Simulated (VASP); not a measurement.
# SnTe: an input that fails (relaxed cell and band gap)

SnTe, Fm-3m (no. 225), 2 atoms in the cell.

INCAR:
```
PREC = Accurate
ENCUT = 600
EDIFF = 1E-7
ISMEAR = 0
SIGMA = 0.02
LREAL = F
LASPH = T
GGA_COMPAT = F
ALGO = Normal
NELM = 80
ISIF = 3
LWAVE = F
LCHARG = F
XC = PBE_X LYP_C
IBRION = 2
EDIFFG = -0.005
NSW = 20
```

KPOINTS:
```
k-points
0
Gamma
  6 6 6
```

POSCAR:
```
SnTe
1.0
    0.0000000000      3.1508500000      3.1508500000
    3.1508500000      0.0000000000      3.1508500000
    3.1508500000      3.1508500000      0.0000000000
Te Sn
1 1
Direct
    0.5000000000      0.5000000000      0.5000000000
    0.0000000000      0.0000000000      0.0000000000
```

Commands:
```
cat potpaw_PBE.64/Te/POTCAR potpaw_PBE.64/Sn_d/POTCAR > POTCAR
mpirun -np 1 vasp_std > vasp.out
```

VASP stops with:
```
Error: One of the selected functionals does not exist. ---->  I REFUSE TO CONTINUE WITH THIS SICK JOB ... BYE!!! <----
```

Cause: unknown component.
